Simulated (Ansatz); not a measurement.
How far is PAW off for Bi?

```yaml
crystal:
  lattice:
    - [3.33628, -3.05540, 0.00000]
    - [3.33628, 3.05540, 0.00000]
    - [-1.15098, 0.00000, 3.09291]
  atoms:
    - { symbol: Bi, position: [0.25180, 0.25180, 0.14900] }
    - { symbol: Bi, position: [0.74703, 0.77480, 0.85100] }
```

Atom numbers follow the list: Bi1, Bi2.

Conventional cell: a = 3.300 Å, b = 4.524 Å, c = 4.524 Å, α = 84.97°, β = 75.10°, γ = 75.10°. Around Bi (atom 1) lie 6 Bi at 3.08 to 3.38 Å.

The cell is a measured one (Crystallography Open Database entry 8100521); the temperature and pressure of the measurement aren't taken into account, and nothing was relaxed. The listed cell was then made from it by scaling, straining or moving an atom.

Spin–orbit coupling is left out, though it moves levels of the heavy atoms by tenths of an eV or more.

Methods: DFT, PBE, PAW with Ansatz's default frozen-core files, scalar-relativistic (Ansatz 0.2.0); DFT, PBE, all-electron PAW with datasets made for the crystal, scalar-relativistic (Ansatz 0.2.0); DFT, PBE, all-electron LAPW, scalar-relativistic (Ansatz 0.2.0).

For PAW: a Γ-centred 8×8×11 k mesh, Fermi–Dirac smearing of 0.05 eV, cutoff 420 eV, no spin polarisation. The crystal-made all-electron datasets (AE datasets) take a cutoff of 260 eV at this cell. LAPW targets a basis error of 0.25 meV/atom. The Ansatz runs share mesh, smearing and spin set-up. Plane-wave (PAW) pressures include the program's estimate of the Pulay term.

Stress and pressure are positive in compression.

The change that made this cell: atom 2 (Bi) moved by (0.0849, 0.0849, 0.0000) Å.

No spin–orbit coupling: at heavy atoms the gradients can be off by tens of per cent for that reason.

In a metal, gradients converge slowly with the k mesh: the values move by tens of per cent from one mesh to another, at times in sign, so only the comparison on one mesh counts.

```
                             quantity     PAW  AE datasets   LAPW
                       pressure (GPa)    4.49         4.51   4.51
                      stress xx (GPa)    5.48         5.50   5.50
                      stress yy (GPa)    3.32         3.34   3.34
                      stress zz (GPa)    4.67         4.69   4.69
                      stress yz (GPa)    0.28         0.28   0.28
               force on Bi1, y (eV/Å)   0.248        0.248  0.248
field gradient Vzz at Bi1 (10²¹ V/m²)  -13.40       -13.44      –
```
